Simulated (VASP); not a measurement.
## NaH: how cutoff and mesh change the relaxed cell

How far does the relaxed cell of NaH depend on cutoff and k mesh? The starting structure is a measured crystal structure from the Crystallography Open Database. The first relaxation on each setting starts from this cell expanded by 3 % in volume.

Main program and level: VASP 6.6.1; Kohn-Sham DFT with plane waves and PAW; PBEsol.

## (1) Starting point

It takes space group Fm-3m (No. 225, cubic). Conventional cell: a = 4.880 Å, b = 4.880 Å, c = 4.880 Å, α = 90.00°, β = 90.00°, γ = 90.00°. Nearest to Na lie 6 H at 2.44 Å. Nearest to H lie 6 Na at 2.44 Å. Farther neighbours are not listed.

## (2) Reference relaxation

This run starts from the cell of an earlier relaxation, which isn't shown; the restart sets up the plane waves anew.

File INCAR:

```
SYSTEM = NaH
PREC = Accurate
ENCUT = 450
EDIFF = 1E-06
NELM = 100
ISMEAR = 0
SIGMA = 0.03
LREAL = .FALSE.
ALGO = Normal
GGA = PS
NBANDS = 10
LORBIT = 11
LWAVE = .FALSE.
LCHARG = .FALSE.
KPAR = 4
IBRION = 2
NSW = 50
ISIF = 3
EDIFFG = -0.006
```

File POSCAR:

```
NaH
1.0
    0.0000000000      2.3937711374      2.3937711374
    2.3937711374      0.0000000000      2.3937711374
    2.3937711374      2.3937711374      0.0000000000
Na H
1 1
Direct
    0.0000000000      0.0000000000      0.0000000000
    0.5000000000      0.5000000000      0.5000000000
```

File KPOINTS:

```
Automatic mesh
0
Gamma
8 8 8
0 0 0
```

PAW data sets: Na_pv and H (PBE family, release 64).

On the command line:

```bash
$ mpirun -np 4 vasp_std
```

Log:

```text
[banner, memory and clock lines left out]
running    4 mpi-ranks, on    1 nodes
 distrk:  each k-point on    1 cores,    4 groups
 distr:  one band on    1 cores,    1 groups

 POSCAR found type information on POSCAR NaH
 POSCAR found :  2 types and       2 ions
|                                                                             |
|               ----> ADVICE to this user running VASP <----                  |
|                                                                             |
|     You enforced a specific xc type in the INCAR file but a different       |
|     [... a line on the potential file left out ...]
|     I HOPE YOU KNOW WHAT YOU ARE DOING!                                     |
|                                                                             |

 LDA part: xc-table for (Slater+PW92), standard interpolation
 POSCAR, INCAR and KPOINTS ok, starting setup
 FFT: planning ... GRIDC
 FFT: planning ... GRID_SOFT
 FFT: planning ... GRID
 WAVECAR not read
 entering main loop
       N       E                     dE             d eps       ncg     rms          rms(c)
DAV:   1     0.292971724843E+02    0.29297E+02   -0.44145E+03   584   0.760E+02
DAV:   2    -0.450426576068E+01   -0.33801E+02   -0.33413E+02   604   0.172E+02
DAV:   3    -0.545722263925E+01   -0.95296E+00   -0.95193E+00   710   0.297E+01
DAV:   4    -0.546308877765E+01   -0.58661E-02   -0.58657E-02   670   0.235E+00
DAV:   5    -0.546314707510E+01   -0.58297E-04   -0.58297E-04   656   0.237E-01    0.292E+00
DAV:   6    -0.516523864983E+01    0.29791E+00   -0.30154E-01   734   0.360E+00    0.136E+00
DAV:   7    -0.508277129200E+01    0.82467E-01   -0.27279E-01   632   0.250E+00    0.321E-01
DAV:   8    -0.508510692269E+01   -0.23356E-02   -0.68547E-03   642   0.108E+00    0.632E-02
DAV:   9    -0.508512474955E+01   -0.17827E-04   -0.61462E-04   724   0.328E-01    0.169E-02
DAV:  10    -0.508511624833E+01    0.85012E-05   -0.33276E-05   648   0.455E-02    0.281E-03
DAV:  11    -0.508511718302E+01   -0.93469E-06   -0.12517E-06   644   0.684E-03
   1 F= -.50851172E+01 E0= -.50851172E+01  d E =-.508512E+01
 curvature:   0.00 expect dE= 0.000E+00 dE for cont linesearch  0.000E+00
 trial: gam= 0.00000 g(F)=  0.205E-63 g(S)=  0.764E-04 ort = 0.000E+00 (trialstep = 0.100E+01)
 search vector abs. value=  0.764E-04
 bond charge predicted
       N       E                     dE             d eps       ncg     rms          rms(c)
DAV:   1    -0.508538565926E+01   -0.26941E-03   -0.64439E-03   630   0.144E+00    0.101E-01
DAV:   2    -0.508523533691E+01    0.15032E-03   -0.16028E-04   642   0.232E-01    0.514E-02
DAV:   3    -0.508518011481E+01    0.55222E-04   -0.79795E-05   644   0.158E-01    0.496E-03
DAV:   4    -0.508517582191E+01    0.42929E-05   -0.31151E-06   604   0.322E-02    0.644E-04
DAV:   5    -0.508517572947E+01    0.92440E-07   -0.25949E-08   306   0.238E-03
   2 F= -.50851757E+01 E0= -.50851757E+01  d E =-.585465E-04
 trial-energy change:   -0.000059  1 .order   -0.000056   -0.000076   -0.000035
 step:   1.8379(harm=  1.8379)  dis= 0.00000  next Energy=    -5.085187 (dE=-0.702E-04)
 bond charge predicted
       N       E                     dE             d eps       ncg     rms          rms(c)
DAV:   1    -0.508535332411E+01   -0.17750E-03   -0.45469E-03   630   0.121E+00    0.846E-02
DAV:   2    -0.508524820246E+01    0.10512E-03   -0.11254E-04   634   0.195E-01    0.431E-02
DAV:   3    -0.508520891609E+01    0.39286E-04   -0.56072E-05   634   0.132E-01    0.416E-03
DAV:   4    -0.508520575762E+01    0.31585E-05   -0.21993E-06   530   0.271E-02    0.534E-04
DAV:   5    -0.508520569039E+01    0.67230E-07   -0.19782E-08   296   0.201E-03
   3 F= -.50852057E+01 E0= -.50852057E+01  d E =-.885074E-04
 curvature:  -0.92 expect dE=-0.310E-05 dE for cont linesearch -0.310E-05
 trial: gam=-0.16600 g(F)=  0.459E-61 g(S)=  0.338E-05 ort = 0.161E-04 (trialstep = 0.117E+01)
 search vector abs. value=  0.149E-06
 reached required accuracy - stopping structural energy minimisation
```

It took 2.4 s on 4 MPI ranks of Intel Xeon 6975P-C (Granite Rapids), shared host; peak memory 0.5 GiB.

The logs omit lines about the potential files and the build; timing stands in the text.

Parts of OUTCAR (step 2):

```text
ion  position               nearest neighbor table
   1  0.000  0.000  0.000-
   2  0.500  0.500  0.500-

  LATTYP: Found a face centered cubic cell.
 ALAT       =     4.7875422748

 Subroutine GETGRP returns: Found 48 space group operations
 (whereof 48 operations were pure point group operations)

The static configuration has the point symmetry O_h .

 Found     29 irreducible k-points:

   k-points           NKPTS =     29   k-points in BZ     NKDIM =     29   number of bands    NBANDS=     10

   dimension x,y,z NGX =    24 NGY =   24 NGZ =   24
   dimension x,y,z NGXF=    48 NGYF=   48 NGZF=   48

   ENCUT  =  450.0 eV  33.07 Ry    5.75 a.u.   5.86  5.86  5.86*2*pi/ulx,y,z

   NELECT =       8.0000    total number of electrons

 k-points in reciprocal lattice and weights: Automatic mesh
   0.00000000  0.00000000  0.00000000       0.002
   0.12500000  0.00000000  0.00000000       0.016
   0.25000000  0.00000000  0.00000000       0.016
   0.37500000  0.00000000  0.00000000       0.016
   0.50000000  0.00000000  0.00000000       0.008
   0.12500000  0.12500000  0.00000000       0.012
   0.25000000  0.12500000  0.00000000       0.047
   0.37500000  0.12500000  0.00000000       0.047
   0.50000000  0.12500000  0.00000000       0.047
[...]
-0.37500000  0.50000000  0.12500000       0.023
  -0.25000000  0.50000000  0.25000000       0.012

 average (electrostatic) potential at core
       1 -48.6414       2 -33.6290

 E-fermi :  -0.7259

 k-point     1 :       0.0000    0.0000    0.0000
  band No.  band energies     occupation
      1     -22.9335      2.00000
      2     -22.9334      2.00000
      3     -22.9334      2.00000
      4      -4.8065      2.00000
      5       9.7133      0.00000
      6      14.6481      0.00000
      7      14.6481      0.00000
      8      14.6481      0.00000
      9      15.6776      0.00000
    ...

 k-point     2 :       0.1250    0.0000    0.0000
  band No.  band energies     occupation
      1     -22.9493      2.00000
      2     -22.9352      2.00000
      3     -22.9352      2.00000
      4      -4.5271      2.00000
      5       8.7553      0.00000
      6      12.0211      0.00000
      7      13.8751      0.00000
      8      13.8751      0.00000
      9      16.6075      0.00000
    ...

 k-point     3 :       0.2500    0.0000    0.0000
  band No.  band energies     occupation
      1     -22.9878      2.00000
      2     -22.9398      2.00000
      3     -22.9398      2.00000
      4      -3.7328      2.00000
      5       6.2722      0.00000
      6      10.5943      0.00000
      7      13.0793      0.00000
      8      13.0793      0.00000
      9      16.5846      0.00000
    ...

  Total       -0.0068297     -0.0068297     -0.0068297     -0.0000000      0.0000000      0.0000000
  in kB       -0.4006007     -0.4006007     -0.4006007     -0.0000000      0.0000000      0.0000000
  external PRESSURE =      -0.4006007 kB  Pullay stress =       0.0000000 kB

  energy-cutoff  :      450.00
  volume of cell :       27.31
      direct lattice vectors                 reciprocal lattice vectors
    -0.000000000  2.390322467  2.390322467    -0.209176798  0.209176798  0.209176798
     2.390322467 -0.000000000  2.390322467     0.209176798 -0.209176798  0.209176798
     2.390322467  2.390322467 -0.000000000     0.209176798  0.209176798 -0.209176798

 POSITION                                       TOTAL-FORCE (eV/Angst)
 -----------------------------------------------------------------------------------
      2.39032      2.39032     -0.00000         0.000000      0.000000      0.000000
      2.39032      2.39032      2.39032        -0.000000     -0.000000     -0.000000
 -----------------------------------------------------------------------------------
    total drift:                                0.000000      0.000000     -0.000000

  FREE ENERGIE OF THE ION-ELECTRON SYSTEM (eV)
  ---------------------------------------------------
  free  energy   TOTEN  =        -5.0852056904 eV

  energy  without entropy=       -5.0852056904  energy(sigma->0) =       -5.08520569

 reached required accuracy - stopping structural energy minimisation

 total charge
# of ion       s       p       d       tot
------------------------------------------
    1        0.064   5.993   0.000   6.057
    2        0.505   0.001   0.000   0.505
--------------------------------------------------
tot          0.569   5.993   0.000   6.562

[... 3 further parts left out ...]
```

CONTCAR:

```
NaH
   1.00000000000000
    -0.0000000000000000    2.3903224672236885    2.3903224672236885
     2.3903224672236885   -0.0000000000000000    2.3903224672236885
     2.3903224672236885    2.3903224672236885   -0.0000000000000000
  Na              H
     1     1
Direct
     0.0000000000000000    0.0000000000000000    1.0000000000000000
     0.5000000000000000    0.5000000000000000    0.5000000000000000
```

The PAW data sets were made with PBE, which is usual practice but a small mismatch for other functionals. The run keeps the 48 symmetry operations of its start, so it cannot find a distortion of lower symmetry.

The reference relaxation ends at 13.657 Å³ an atom.

## (3) Relaxation with a cutoff of 260 eV

Against step 2 the input has ENCUT = 260. This run starts from the cell of an earlier relaxation, which isn't shown; the restart sets up the plane waves anew.

INCAR, as its differences from that of step 2:

```diff
@@ -2,3 +2,3 @@
 PREC = Accurate
-ENCUT = 450
+ENCUT = 260
 EDIFF = 1E-06
```

File POSCAR:

```
NaH
1.0
    0.0000000000      2.3604849620      2.3604849620
    2.3604849620      0.0000000000      2.3604849620
    2.3604849620      2.3604849620      0.0000000000
Na H
1 1
Direct
    0.0000000000      0.0000000000      0.0000000000
    0.5000000000      0.5000000000      0.5000000000
```

KPOINTS is that of step 2.

On the command line:

```bash
$ mpirun -np 4 vasp_std
```

Log:

```text
[banner, memory and clock lines left out]
running    4 mpi-ranks, on    1 nodes
[...]
[... a notice as in an earlier step ...]

 LDA part: xc-table for (Slater+PW92), standard interpolation
 POSCAR, INCAR and KPOINTS ok, starting setup
[...]
entering main loop
       N       E                     dE             d eps       ncg     rms          rms(c)
DAV:   1     0.212297428470E+02    0.21230E+02   -0.35127E+03   638   0.481E+02
DAV:   2    -0.494475373321E+01   -0.26174E+02   -0.26012E+02   592   0.134E+02
DAV:   3    -0.542149834047E+01   -0.47674E+00   -0.47654E+00   720   0.197E+01
DAV:   4    -0.542372260443E+01   -0.22243E-02   -0.22242E-02   662   0.133E+00
[...]
DAV:   9    -0.506459692805E+01   -0.56447E-04   -0.54684E-04   694   0.295E-01    0.184E-02
DAV:  10    -0.506458426158E+01    0.12666E-04   -0.31364E-05   658   0.427E-02    0.326E-03
DAV:  11    -0.506458459286E+01   -0.33128E-06   -0.12430E-06   644   0.671E-03
   1 F= -.50645846E+01 E0= -.50645846E+01  d E =-.506458E+01
[...]
DAV:   6    -0.506885374826E+01    0.21695E-05   -0.99446E-07   320   0.158E-02    0.459E-04
DAV:   7    -0.506885369610E+01    0.52161E-07   -0.47551E-08   314   0.245E-03
   2 F= -.50688537E+01 E0= -.50688537E+01  d E =-.426910E-02
 trial-energy change:   -0.004269  1 .order   -0.004290   -0.006031   -0.002550
 step:   1.7832(harm=  1.7324)  dis= 0.00000  next Energy=    -5.069842 (dE=-0.526E-02)
[...]
N       E                     dE             d eps       ncg     rms          rms(c)
DAV:   1    -0.508006743094E+01   -0.11214E-01   -0.30548E-01   630   0.936E+00    0.701E-01
DAV:   2    -0.507250563937E+01    0.75618E-02   -0.75073E-03   636   0.152E+00    0.357E-01
DAV:   3    -0.507000520978E+01    0.25004E-02   -0.37910E-03   630   0.104E+00    0.353E-02
DAV:   4    -0.506984228933E+01    0.16292E-03   -0.15055E-04   642   0.213E-01    0.349E-03
DAV:   5    -0.506984061215E+01    0.16772E-05   -0.91842E-07   376   0.121E-02    0.178E-03
DAV:   6    -0.506983917071E+01    0.14414E-05   -0.54822E-07   306   0.118E-02    0.367E-04
DAV:   7    -0.506983910540E+01    0.65306E-07   -0.44434E-08   296   0.278E-03
   3 F= -.50698391E+01 E0= -.50698391E+01  d E =-.525451E-02
[...]
reached required accuracy - stopping structural energy minimisation
```

Run time: 1.6 s. Hardware: 4 MPI ranks; peak memory 0.44 GiB.

OUTCAR, selected parts (step 3):

```text
  Total        0.0016718      0.0016718      0.0016718     -0.0000000      0.0000000      0.0000000
  in kB        0.1057140      0.1057140      0.1057140     -0.0000000      0.0000000      0.0000000
  external PRESSURE =       0.1057140 kB  Pullay stress =       0.0000000 kB

 POSITION                                       TOTAL-FORCE (eV/Angst)
 -----------------------------------------------------------------------------------
      0.00000      0.00000      0.00000         0.000000      0.000000      0.000000
      2.33117      2.33117      2.33117        -0.000000     -0.000000     -0.000000
 -----------------------------------------------------------------------------------
    total drift:                               -0.000000      0.000000      0.000000

  FREE ENERGIE OF THE ION-ELECTRON SYSTEM (eV)
  ---------------------------------------------------
  free  energy   TOTEN  =        -5.0698391054 eV

  energy  without entropy=       -5.0698391054  energy(sigma->0) =       -5.06983911

[... 2 parts as in an earlier step ...]

[... 2 further parts left out ...]
[key lines of the parts left out:]
E-fermi :  -0.4964
```

With a cutoff of 260 eV the cell ends at 12.668 Å³ an atom, -7.24 % from the reference, and since the restart alone still moved it by -3.7 % it may not have settled.

## (4) Relaxation with a 4×4×4 mesh

Against step 2 the input has a 4×4×4 mesh. This run starts from the cell of an earlier relaxation, which isn't shown; the restart sets up the plane waves anew.

INCAR, as its differences from that of step 3:

```diff
@@ -2,3 +2,3 @@
 PREC = Accurate
-ENCUT = 260
+ENCUT = 450
 EDIFF = 1E-06
```

File POSCAR:

```
NaH
1.0
    0.0000000000      2.3934023562      2.3934023562
    2.3934023562      0.0000000000      2.3934023562
    2.3934023562      2.3934023562      0.0000000000
Na H
1 1
Direct
    0.0000000000      0.0000000000      0.0000000000
    0.5000000000      0.5000000000      0.5000000000
```

File KPOINTS:

```
Automatic mesh
0
Gamma
4 4 4
0 0 0
```

On the command line:

```bash
$ mpirun -np 4 vasp_std
```

Log:

```text
[... set-up lines as in an earlier step ...]
 entering main loop
       N       E                     dE             d eps       ncg     rms          rms(c)
DAV:   1     0.312693729739E+02    0.31269E+02   -0.43021E+03   160   0.714E+02
DAV:   2    -0.444491549280E+01   -0.35714E+02   -0.35295E+02   162   0.178E+02
DAV:   3    -0.545691989369E+01   -0.10120E+01   -0.10113E+01   224   0.310E+01
DAV:   4    -0.546306692151E+01   -0.61470E-02   -0.61465E-02   184   0.216E+00
[...]
DAV:   9    -0.508539264260E+01   -0.17349E-04   -0.59237E-04   210   0.321E-01    0.167E-02
DAV:  10    -0.508538575063E+01    0.68920E-05   -0.32020E-05   168   0.462E-02    0.282E-03
DAV:  11    -0.508538673912E+01   -0.98849E-06   -0.98734E-07   178   0.638E-03
   1 F= -.50853867E+01 E0= -.50853867E+01  d E =-.508539E+01
[...]
N       E                     dE             d eps       ncg     rms          rms(c)
DAV:   1    -0.508562571395E+01   -0.23996E-03   -0.57995E-03   170   0.135E+00    0.953E-02
DAV:   2    -0.508549387856E+01    0.13184E-03   -0.14494E-04   172   0.218E-01    0.485E-02
DAV:   3    -0.508544317117E+01    0.50707E-04   -0.72063E-05   176   0.148E-01    0.469E-03
DAV:   4    -0.508543897042E+01    0.42008E-05   -0.27402E-06   156   0.301E-02    0.631E-04
DAV:   5    -0.508543885756E+01    0.11286E-06   -0.26136E-08    82   0.246E-03
   2 F= -.50854389E+01 E0= -.50854389E+01  d E =-.521184E-04
 trial-energy change:   -0.000052  1 .order   -0.000050   -0.000068   -0.000031
 step:   1.8539(harm=  1.8539)  dis= 0.00000  next Energy=    -5.085450 (dE=-0.631E-04)
[...]
N       E                     dE             d eps       ncg     rms          rms(c)
DAV:   1    -0.508560239807E+01   -0.16343E-03   -0.42488E-03   170   0.116E+00    0.814E-02
DAV:   2    -0.508550681428E+01    0.95584E-04   -0.10567E-04   170   0.187E-01    0.414E-02
DAV:   3    -0.508546922411E+01    0.37590E-04   -0.52595E-05   176   0.127E-01    0.400E-03
DAV:   4    -0.508546599385E+01    0.32303E-05   -0.20009E-06   120   0.258E-02    0.535E-04
DAV:   5    -0.508546591253E+01    0.81320E-07   -0.31486E-08    80   0.234E-03
   3 F= -.50854659E+01 E0= -.50854659E+01  d E =-.791734E-04
[...]
reached required accuracy - stopping structural energy minimisation
```

It took 1.6 s on 4 MPI ranks; peak memory 0.46 GiB.

From OUTCAR (step 4):

```text
  Total       -0.0062505     -0.0062505     -0.0062505      0.0000000     -0.0000000      0.0000000
  in kB       -0.3667208     -0.3667208     -0.3667208      0.0000000     -0.0000000      0.0000000
  external PRESSURE =      -0.3667208 kB  Pullay stress =       0.0000000 kB

 POSITION                                       TOTAL-FORCE (eV/Angst)
 -----------------------------------------------------------------------------------
      0.00000      0.00000      0.00000        -0.000000     -0.000000     -0.000000
      2.39012      2.39012      2.39012         0.000000      0.000000      0.000000
 -----------------------------------------------------------------------------------
    total drift:                                0.000000     -0.000000     -0.000000

  FREE ENERGIE OF THE ION-ELECTRON SYSTEM (eV)
  ---------------------------------------------------
  free  energy   TOTEN  =        -5.0854659125 eV

  energy  without entropy=       -5.0854659125  energy(sigma->0) =       -5.08546591

[... 1 part as in an earlier step ...]

[... 3 further parts left out ...]
[key lines of the parts left out:]
E-fermi :  -0.7231
```

With a 4×4×4 mesh the cell ends at 13.654 Å³ an atom, -0.03 % from the reference.

(Continued in part 2 of 2.)

[Lines on the potential files, build, host, timing and source positions are cut from VASP's logs without a mark.]

[Logs are printed without paths, hosts, clocks, repeated set-up lines and the standing remarks that a program may print on its own settings, such as how far it seeks lower states.]

[Hosts, paths, dates, database ids (printed as entryN), source tags and the programs' standing remarks are cut or masked in the printed files.]
